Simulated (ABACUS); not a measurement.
## CdS (Greenockite): equation of state with PBEsol

CdS (Greenockite):

```
Cd S
1.0
     4.15000    0.00000    0.00000
    -2.07500    3.59401    0.00000
     0.00000    0.00000    6.73700
Cd S
2 2
Direct
  0.66667 0.33333 0.50000
  0.33333 0.66667 0.00000
  0.66667 0.33333 0.87500
  0.33333 0.66667 0.37500
```

- Program: ABACUS 3.10.1
- Task: equation of state
- Functional: PBEsol
- Potentials or basis: GBRV ultrasoft 1.5 PBE
- Cutoff: 544 eV
- Density cutoff: 4354 eV
- Basis: plane waves
- k mesh: 6 × 6 × 3
- Occupations: fermi-dirac, width 0.05 eV
- Spin: no spin polarisation
- Radial cutoff of the potentials (pseudo_rcut): 10 bohr
- SCF threshold on the density: 1e-08
- Max SCF steps: 100
- Eigensolver: dav
- Mixing: broyden
- Mixing share: 0.7
- Symmetry key: 1
- Bands: 22

* Equilibrium volume: 24.87 Å³/atom
* Bulk modulus at fixed shape and positions: 61 GPa
* Pressure derivative of the bulk modulus: 4.4 (rough: it moves with the points fitted)

Energy against volume, from the lowest point:
```csv
volume (Å³/atom),energy (meV/atom)
23.614,12.72
24.618,0.00
25.623,3.62
26.628,20.35
```

All runs of the series together: 2.9 min on 4 threads of Intel(R) Xeon(R) Platinum 8559C (Emerald Rapids) (shared host).

Caveat: the cell was scaled at fixed shape and fractional positions, which overstates the stiffness of a crystal with free parameters, most of all of layers and chains; the potentials were made for another functional, which shifts forces and pressure.
